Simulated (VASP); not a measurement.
A run of VASP 6.6.1:

INCAR

```
SYSTEM = SiC
ALGO = Normal
EDIFF = 1E-7
EDIFFG = -0.002
ENCUT = 520
GGA = PE
IBRION = 2
ISIF = 3
ISMEAR = 0
LASPH = .True.
LCHARG = .False.
LREAL = .False.
LWAVE = .False.
NELM = 100
NSW = 80
PREC = Accurate
SIGMA = 0.02
```

Contents of KPOINTS:

```
k-points
0
Gamma
  6 6 2
  0 0 0
```

Contents of POSCAR:

```
SiC
1.0
    3.0760000000      0.0000000000      0.0000000000
   -1.5380000000      2.6638941400      0.0000000000
    0.0000000000      0.0000000000      5.0480000000
Si C
2 2
Direct
    0.3333333300      0.6666666700      0.0000000000
    0.6666666700      0.3333333300      0.5000000000
    0.3333333300      0.6666666700      0.3850000000
    0.6666666700      0.3333333300      0.8850000000
```

Potentials or basis: VASP PAW PBE potentials, release 64 (Si, C).

Command:

```bash
$ cat potpaw_PBE.64/Si/POTCAR potpaw_PBE.64/C/POTCAR > POTCAR
$ mpirun -np 1 vasp_std > vasp.out
```

Hardware: 1 thread of AMD EPYC 7R13 Processor (Zen 3), with other jobs on the host.

Question: How long does it take, and how much memory?

Answer: It took 28 s on 1 thread of AMD EPYC 7R13 Processor (Zen 3), with other jobs on the host, peak memory 0.12 GiB. Counts: scf iterations 50, k points 14, ion steps 7.
